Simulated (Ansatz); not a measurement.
# KBr (Fm-3m), an elastic constant from a strain scan

Computed with DFT PBE, scalar-relativistic, plane waves, PAW (Ansatz 0.2.0). Settings: plane waves to 420 eV, k-mesh 6×6×6 (Γ-centred), Gaussian smearing 0.05 eV. No spin polarisation. Energies are free energies at this smearing, counted from the undisturbed cell; pressure is positive in compression.

The undisturbed cell (as given, not relaxed at this level; it stands at 0.8 GPa):

```yaml
crystal:
  lattice:
    - [0.00000, 3.29250, 3.29250]
    - [3.29250, 0.00000, 3.29250]
    - [3.29250, 3.29250, 0.00000]
  atoms:
    - { symbol: K, position: [0.00000, 0.00000, 0.00000] }
    - { symbol: Br, position: [0.50000, 0.50000, 0.50000] }
```

The cell is strained by ε times the Voigt pattern (0, 0, 0, 0, 1, 0) (xx, yy, zz, yz, xz, xy; engineering shear) with fractional coordinates fixed. The cell holds 2 atoms in V0 = 71.39 Å³. The stress column is τ = (1/V0) dE/dε, got from the stress tensor σ (compression positive) at each point as −det(1 + εP) σ : P(1 + εP)⁻¹, with P the pattern as a tensor.

```csv
ε,ΔE (meV/atom),τ (GPa)
-0.0875,4.633,-0.481
-0.0750,3.394,-0.410
-0.0625,2.350,-0.340
-0.0500,1.502,-0.271
-0.0375,0.843,-0.202
-0.0250,0.374,-0.135
-0.0125,0.094,-0.067
0.0000,0.000,0.000
0.0125,0.094,0.067
0.0250,0.374,0.135
0.0375,0.843,0.202
0.0500,1.502,0.271
0.0625,2.350,0.340
0.0750,3.394,0.410
0.0875,4.633,0.481
0.1000,?,?
```

Question: Which combination of elastic constants does this scan measure, and how large is it?

Answer: For small ε, τ = τ0 + Kε with K = pᵀCp, which for this pattern is C44 in the cubic axes. The parabola through τ at ε = -0.0125, 0 and 0.0125 has slope K = 5.4 GPa at zero. The energies per cell, E = NΔE, of the wider pair ε = ±0.0250 give K = 2[E(ε₊)/ε₊ − E(ε₋)/ε₋]/[(ε₊ − ε₋)V0] = 5.4 GPa, in agreement. The start is under stress, which shifts K from the elastic constant by about the size of that stress.

Question: Predict the withheld row at ε = 0.1000 from the harmonic law, and compare.

Answer: ΔE = V0(τ0 ε + Kε²/2)/N = 5.984 meV/atom and τ = 0.54 GPa. The calculation gives 6.072 meV/atom and 0.55 GPa, a miss of 1.5 % of the harmonic energy, so the harmonic law still holds here.